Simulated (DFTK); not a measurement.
## Ga in DFTK: the effect of functional

Ga:

```
CELL_PARAMETERS angstrom
2.77842 0.00000 0.00000
0.00000 3.28161 0.00000
-1.34343 0.00000 3.99027
ATOMIC_POSITIONS crystal
Ga 0.13460 0.75000 0.77017
Ga 0.86540 0.25000 0.22983
```

This isn't the form of Ga at room conditions, which is orthorhombic.

Alike in all runs:

- Program: DFTK 0.8.2
- Task: single point
- Potentials or basis: SG15 1.2 (PBE)
- Cutoff: 1225 eV
- k mesh: 7 × 5 × 5
- Occupations: fermi-dirac, width 0.05 eV
- Spin: no spin polarisation

```tsv
functional	pressure (GPa)	largest force (eV/Å)
LDA	-3.9	0.11
PBE	2.5	0.12
PBEsol	-1.3	0.11
RPBE	?	?
BLYP	8.1	0.16
AM05	-1.9	0.10
WC	-0.7	0.11
r2SCAN	-1.9	0.25
SCAN	-3.3	0.09
TPSS	-0.3	0.12
TASK	0.0	0.13
```

Q: What does the run with functional RPBE give?

A: Pressure 4.7 GPa; largest force 0.12 eV/Å.

Caveats: all runs use coarse meshes; the potentials were made for another functional, which shifts forces and pressure (some runs); the program warned that the kinetic-energy density falls under its von Weizsäcker bound, which can give unphysical results (some runs).
